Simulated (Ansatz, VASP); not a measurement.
# Cross-check of Si2HCl (H-SiSi-Cl chair, 2 layers, AB) between VASP and Ansatz

Aim: how closely do two programs agree when they are given the same cell, functional and k mesh? The structure shown is the start of the Ansatz relaxation below; VASP solves that cell, so the two are compared at the walk's first step.

Method: plane waves, with VASP 6.6.1 beside it; single point at PBE with D3(BJ), in Ansatz 0.2.0.

### 1. The starting structure

The cell holds 8 atoms: 2 Cl, 4 Si and 2 H. Its edges and angles: a = 3.663 Å, b = 3.663 Å, c = 53.580 Å, α = 90.0°, β = 90.0°, γ = 120.0°. Vacuum lies along c.

### 2. Ansatz: relaxation, PBE with D3(BJ)

Ansatz runs on its default PAW (the set named soft_2) files.

The two programs are compared at the cell with which this relaxation starts, whose forces are those of its first step.

input.yaml

```yaml
crystal:
  lattice:
    - [3.663, 0.0, 0.0]
    - [-1.8315, 3.1722510541, 0.0]
    - [0.0, 0.0, 53.5799999988]
  atoms:
    - { symbol: Cl, position: [0.6666666667, 0.3333333333, 0.3947368421] }
    - { symbol: Si, position: [0.6666666667, 0.3333333333, 0.4344904815] }
    - { symbol: Si, position: [0.3333333333, 0.6666666667, 0.4483016051] }
    - { symbol: H, position: [0.3333333333, 0.6666666667, 0.4748040313] }
    - { symbol: Cl, position: [0.0, 0.0, 0.5251959687] }
    - { symbol: Si, position: [0.0, 0.0, 0.5649496081] }
    - { symbol: Si, position: [0.6666666667, 0.3333333333, 0.5787607316] }
    - { symbol: H, position: [0.6666666667, 0.3333333333, 0.6052631579] }
  periodic: [true, true, false]
kpoints:
  mp_grid: { grid: [9, 9, 1] }
hamiltonian:
  xc: pbe
  dispersion: d3bj
scf:
  occupations: { method: fermi_dirac, width: 0.05 }
  convergence: { dr2_threshold: 1.0e-09 }
relax:
  f_tol: 0.015
  max_steps: 90
  cell: {}
output:
  write_potential: true
  write_density: true
  volumetric_format: npy
```

On the command line:

```sh
ansatz run input.yaml --threads 4 --pin off --max-ram 6144MiB --backend cpu --events-out ev --progress --plain --runs-dir out
```

Numbers of over 12 decimals in the logs are rounded to 6 here.

Output:

```text
Warning: relax.cell: scf.convergence.dr2_threshold = 1e-9 eV is looser than the 1.76663463165e-10 eV advised for a relaxation that steers and ends on the stress (1e-10 eV for each atom of the cell: 8, times the square of relax.cell.stress_2d_tol = 0.05 N/m over 21.3 Å (the atoms' height at the walk's start and 5 Å past either face), 2.350e-2 GPa, over a crystal's default 0.05). What an SCF threshold leaves in a stress goes as its square root, and in the free energy as the threshold itself, and one threshold admits the most on a small cell: [figures from the program's tests cut] Set scf.convergence.dr2_threshold to 1.76663463165e-10 eV or tighter. [rest of the remark cut]
Engine: ansatz 0.2.0, aarch64-unknown-linux-gnu
Pseudopotentials: kind: paw
Pseudopotential: Cl, paw, valence charge 7, recommended cutoff 420 eV (normal), Cl.paw.azcp
Pseudopotential: Si, paw, valence charge 4, recommended cutoff 420 eV (normal), Si.paw.azcp
Pseudopotential: H, paw, valence charge 1, recommended cutoff 420 eV (normal), H.paw.azcp
Functional definition: PBE
  parameter kappa = 0.804
  parameter beta = 0.066725
  exchange = pbe_x(kappa = kappa, mu = beta*pi^2/3)
  correlation = pbe_c(beta = beta)
Crystal: 8 atoms, lattice volume = 622.597 Å³
Basis set: ecut = 420 eV, 12059 PW (Γ), exchange–correlation on 50×50×720 points (8 copies of the dense FFT grid, shifted against one another)
Bands: 24, of which v1, the nominal top of the filled ones, is band 16 counted from 1 (15 counted from 0)
Symmetry: 6 space group operations
Space group: P3m1 (ITA 156), of the structure as read, at distance tolerance 8.5e-5 Å
k-points: 12 of 81 (time reversal used)
Non-local potential: Cl, projectors of the file, l = 0: 2, l = 1: 2, l = 2: 2
Non-local potential: Si, projectors of the file, l = 0: 2, l = 1: 2, l = 2: 2
Non-local potential: H, projectors of the file, l = 0: 2, l = 1: 1
PAW form: soft (Blöchl's): semilocal exchange-correlation on the pseudo side does not see the compensation charge
PAW one-centre angular grid: Cl, 110 points (default); XC on 64 Gauss nodes
PAW one-centre angular grid: Si, 110 points (default); XC on 64 Gauss nodes
PAW one-centre angular grid: H, 110 points (default); XC on 64 Gauss nodes
Initial density: superposition of atomic densities (neutral atoms: chi_scale 0, normalization atom), corrected by the library's trained network
Initial wavefunctions: pseudopotential atomic-orbital guess
Functional: x = pbe(κ = 0.804, μ = 0.219515), c = pbe(β = 0.066725)
SCF iter   1: F=—  HF=-4737.013886 eV  |F-HF|=—  |Δ(HF+E_count)|=         —  Δρ=1.60e-3  dr2=5.48e-2  ethr=1.77e-3  ⟨swp⟩=14.2  Hψ=2676  notcnv=0  defer=6
preconditioner: auto → Resta (q_TF=auto, 1.664 Å⁻¹)  ε∞=1.8  [insulator: Δε(μ)=0.703 eV  Ē_g=9.040 eV  σ=0.050 eV  W_gap=1.00  n_scr=28 (ndim 8)  ℏωp=8.2 eV  f_vac=0.732  D(μ)=0.00/eV (n_scr^D=0)  ε∞_Penn≈1.8  vacuum switching on, ρ_ref=5.9e-3 e/Å³]
SCF iter   2: F=—  HF=-4737.004750 eV  |F-HF|=—  |Δ(HF+E_count)|=   9.14e-3  Δρ=7.80e-4  dr2=2.29e-2  ethr=1.71e-4  ⟨swp⟩=4.9  Hψ=724  notcnv=0  defer=28
SCF iter   3: F=—  HF=-4737.001503 eV  |F-HF|=—  |Δ(HF+E_count)|=   3.25e-3  Δρ=5.06e-4  dr2=4.25e-3  ethr=7.15e-5  ⟨swp⟩=3.5  Hψ=491  notcnv=0  defer=28
SCF iter   4: F=—  HF=-4737.001019 eV  |F-HF|=—  |Δ(HF+E_count)|=   4.84e-4  Δρ=1.98e-4  dr2=5.47e-4  ethr=1.33e-5  ⟨swp⟩=2.7  Hψ=558  notcnv=0  defer=25
SCF iter   5: F=—  HF=-4737.001027 eV  |F-HF|=—  |Δ(HF+E_count)|=   8.11e-6  Δρ=6.11e-5  dr2=7.51e-5  ethr=1.71e-6  ⟨swp⟩=3.1  Hψ=574  notcnv=0  defer=25
SCF iter   6: F=—  HF=-4737.000996 eV  |F-HF|=—  |Δ(HF+E_count)|=   3.13e-5  Δρ=2.60e-5  dr2=4.77e-5  ethr=2.35e-7  ⟨swp⟩=2.5  Hψ=446  notcnv=0  defer=25
SCF iter   7: F=—  HF=-4737.000992 eV  |F-HF|=—  |Δ(HF+E_count)|=   4.32e-6  Δρ=1.00e-5  dr2=5.16e-6  ethr=1.49e-7  ⟨swp⟩=1.8  Hψ=336  notcnv=0  defer=25
SCF iter   8: F=—  HF=-4737.001000 eV  |F-HF|=—  |Δ(HF+E_count)|=   8.66e-6  Δρ=4.58e-6  dr2=9.07e-7  ethr=1.61e-8  ⟨swp⟩=2.7  Hψ=474  notcnv=0  defer=25
SCF iter   9: F=—  HF=-4737.001017 eV  |F-HF|=—  |Δ(HF+E_count)|=   1.63e-5  Δρ=2.10e-6  dr2=1.56e-7  ethr=2.83e-9  ⟨swp⟩=2.3  Hψ=397  notcnv=0  defer=27
SCF iter  10: F=—  HF=-4737.001017 eV  |F-HF|=—  |Δ(HF+E_count)|=   1.18e-8  Δρ=4.92e-7  dr2=1.51e-9  ethr=4.86e-10  ⟨swp⟩=2.7  Hψ=466  notcnv=0  defer=27
[...]
SCF iter   1: F=—  HF=-4737.689512 eV  |F-HF|=—  |Δ(HF+E_count)|=         —  Δρ=5.82e-6  dr2=3.23e-8  ethr=1.02e-6  ⟨swp⟩=4.8  Hψ=3662  notcnv=0
eigensolver tolerance schedule: the retry pair's looser diagonalisation over-reported the residual by 10148.82 of it (diagonalisation noise at an unbounded share of the residual, at the tolerance the schedule requests for it); recorded, not acted on — ethr = c·dr2/N_el stays at c = 1.0e-1
preconditioner: auto → Resta (q_TF=auto, 1.632 Å⁻¹)  ε∞=1.8  [insulator: Δε(μ)=0.675 eV  Ē_g=8.295 eV  σ=0.050 eV  W_gap=1.00  n_scr=26 (ndim 8)  ℏωp=7.4 eV  f_vac=0.744  D(μ)=0.00/eV (n_scr^D=0)  ε∞_Penn≈1.8  vacuum switching on, ρ_ref=5.0e-3 e/Å³]
SCF iter   2: F=—  HF=-4737.689713 eV  |F-HF|=—  |Δ(HF+E_count)|=   2.01e-4  Δρ=3.04e-6  dr2=2.34e-8  ethr=1.01e-10  ⟨swp⟩=5.3  Hψ=1048  notcnv=0
SCF iter   3: F=—  HF=-4737.689723 eV  |F-HF|=—  |Δ(HF+E_count)|=   1.05e-5  Δρ=2.36e-6  dr2=5.02e-9  ethr=7.30e-11  ⟨swp⟩=2.1  Hψ=353  notcnv=0
SCF iter   4: F=—  HF=-4737.689747 eV  |F-HF|=—  |Δ(HF+E_count)|=   2.43e-5  Δρ=1.05e-6  dr2=1.72e-9  ethr=1.57e-11  ⟨swp⟩=2.7  Hψ=506  notcnv=0
iter 5 met the thresholds in force, and the SCF goes on: an eigenvalue changes by 25.59 meV, over its tolerance of 1.06 meV (output.eigenvalues, Limitations)
SCF iter   5: F=-4737.689759 eV  HF=-4737.689758 eV  |F-HF|=1.22e-6  |Δ(HF+E_count)|=   1.03e-5  Δρ=1.95e-7  dr2=1.20e-10  ethr=3.13e-12  ⟨swp⟩=19.6  Hψ=2827  notcnv=0
iter 6 met the thresholds in force, and the SCF goes on: an eigenvalue changes by 1.95 meV, over its tolerance of 1.01 meV (output.eigenvalues, Limitations)
SCF iter   6: F=-4737.689759 eV  HF=-4737.689759 eV  |F-HF|=4.51e-8  |Δ(HF+E_count)|=   1.17e-6  Δρ=2.54e-8  dr2=4.44e-12  ethr=1.00e-12  ⟨swp⟩=10.9  Hψ=1875  notcnv=0
Mixer restart at iter 6: flushing history
SCF iter   7: F=-4737.689759 eV  HF=-4737.689759 eV  |F-HF|=3.00e-11  |Δ(HF+E_count)|=   4.51e-8  Δρ=2.15e-8  dr2=1.51e-11  ethr=1.00e-12  ⟨swp⟩=8.8  Hψ=1654  notcnv=0
SCF 8 converged in 7 iterations: F = -4737.689759 eV  dr2 = 1.51e-11
relax step   8: F+E_penalty+E_count = -4737.68975895 eV  Δ(F+E_penalty+E_count) = -5.191e-5 eV  max|allowed force component| = 3.637e-3 eV/Å  Δτ_max = 0.0000 Å  P = +0.011 N/m  Ω = 697.508 Å³  fix = [c, alpha, beta]  reactions: c +0.000 N/m  stress off target by 1.09e-2 N/m on what of the cell is left free  SCF on the basis re-selected at this cell (its energy is not comparable with the rows above)  (7 SCF iters)
basis re-selected at this cell: Δ(F+E_penalty+E_count) = -5.191e-5 eV, ΔP = +0.000 N/m vs the last step (what re-selecting the basis moved, of the pressure what is left beyond the Pulay correction that the steps carried, after the strain that the cell walked since its last selection, with what the two solves' SCF thresholds leave and, on support functions, any second-order correction that the steps lacked; it is no m [...]
WARN: The output density's exchange-correlation potential varies sharply where the density is thin. Do not read a vacuum level from v_tot or v_xc, or from such a field of the output density. On a cell that repeats whose density bears no net charge and no dipole along the vacuum's axis use v_es (v_loc + v_h of the components); under efield.dipole_correction with no amplitude use v_es + v_field, which holds any externa [...]
SCF converged after 7 iterations
an eigenvalue changed by more than its tolerance at an iteration that met the thresholds in force, so the SCF went on 2 times, its first undamped step at iteration 6: the last check found none over its tolerance
Free energy (F): -4737.689759 eV
Harris-Foulkes:  -4737.689759 eV  (|F-HF|=3.00e-11)
Internal energy: -4737.689687 eV  (E = F + TS)
E sigma→0 (E₀):  -4737.689723 eV
Entropy (-TS):   -0.000072 eV (-0.009 meV/atom)
Fermi energy:    -4.530934 eV
--- Per-component energies (eV) ---
  E_band       = -353.115900
  E_kinetic    = 510.489105
  E_local      = -66963.683663  (includes V_loc(G=0)·N_el)
  E_nonlocal   = 163.567523
  E_hartree    = 33196.880977
  E_xc         = -451.740706
  E_vxc        = -452.371804  (∫ρ·V_xc dr)
  E_paw        = -3370.729451  (= ΣΔE_a)
  E_vpaw       = -4.876314  (= ΣTr[D̂ρ^β])
  E_aug_tail   = -0.002243  (compensation charges beyond the density's cutoff)
  E_ewald      = 32178.728051
  E_disp       = -1.199280  (pairwise vdW)
  E_smearing   = -0.000072  (= −TS)
  E_closure    = -0.000000  (closes the sum)
  Σ components = -4737.689759   (vs F -4737.689759, Δ=0.00e0)
--- Forces (eV/Å), atoms counted from 1 ---
  atom   1  Cl     0.00000000    -0.00000000    -0.00236439
  atom   2  Si     0.00000000     0.00000000     0.00260712
  atom   3  Si     0.00000000    -0.00000000     0.00157207
  atom   4  H      0.00000000    -0.00000000    -0.00183030
  atom   5  Cl    -0.00000000    -0.00000000    -0.00308832
  atom   6  Si     0.00000000     0.00000000     0.00363802
  atom   7  Si     0.00000000    -0.00000000     0.00137645
  atom   8  H      0.00000000    -0.00000000    -0.00190305
  max |Σ_I F_I| component: 7.60e-6 eV/Å
--- 2D stress c σ (N/m, compression-positive) ---
        0.010941       0.000000       0.000000
        0.000000       0.010941      -0.000000
        0.000000      -0.000000       0.000000
  P = ½ c Tr σ = 0.0109 N/m
--- Band table (eV; the first three rows and the last of 12) ---
  k-point 0: bands = [... 12 lower, -6.0541, -6.0541, -4.8490, -4.8490, -4.1743, -2.9833, -2.3372, -2.3372, ... 4 higher]
  k-point 1: bands = [... 12 lower, -6.8744, -6.2667, -5.6676, -5.0608, -3.6621, -2.5109, -2.4568, -1.8620, ... 4 higher]
  k-point 2: bands = [... 12 lower, -7.4222, -6.6639, -6.6404, -5.4555, -3.6659, -2.5344, -2.4085, -1.3164, ... 4 higher]
  k-point 11: bands = [... 12 lower, -8.3112, -8.2718, -7.1791, -7.0246, -2.5558, -1.6932, -1.3823, -0.8456, ... 4 higher]
  the weakly bound empty levels are not read free of the cell's end (no_gap_told)
--- Relaxed structure (6 steps of the walk, 6 accepted, 2 SCFs on fresh bases) ---
  F+E_penalty+E_count = -4737.68975895 eV   max|allowed force component| = 3.637e-3 eV/Å   (the final SCF, on the basis selected at the relaxed cell)
  cell:  # Å, volume = 697.5084 Å³
    - [3.877109, 0, 0]
    - [-1.938555, 3.357675, 0]
    - [0, 0, 53.5799999988]
  atoms:
    - { symbol: Cl, position: [0.666667, 0.333333, 0.400273] }
    - { symbol: Si, position: [0.666667, 0.333333, 0.438926] }
    - { symbol: Si, position: [0.333333, 0.666667, 0.452543] }
    - { symbol: H, position: [0.333333, 0.666667, 0.480567] }
    - { symbol: Cl, position: [1.2508356782453586e-17, -9.251858538489117e-17, 0.520726] }
    - { symbol: Si, position: [1.1309565393803275e-17, -9.251858538489117e-17, 0.559373] }
    - { symbol: Si, position: [0.666667, 0.333333, 0.573010] }
    - { symbol: H, position: [0.666667, 0.333333, 0.601085] }
```

(Continued in part 2 of 2.)

[Lines on the potential files, build, host, timing and source positions are cut from VASP's logs without a mark.]

[Logs are printed without paths, hosts, clocks, repeated set-up lines and the standing remarks that a program may print on its own settings, such as how far it seeks lower states.]

[Hosts, paths, dates, database ids (printed as entryN), source tags and the programs' standing remarks are cut or masked in the printed files.]
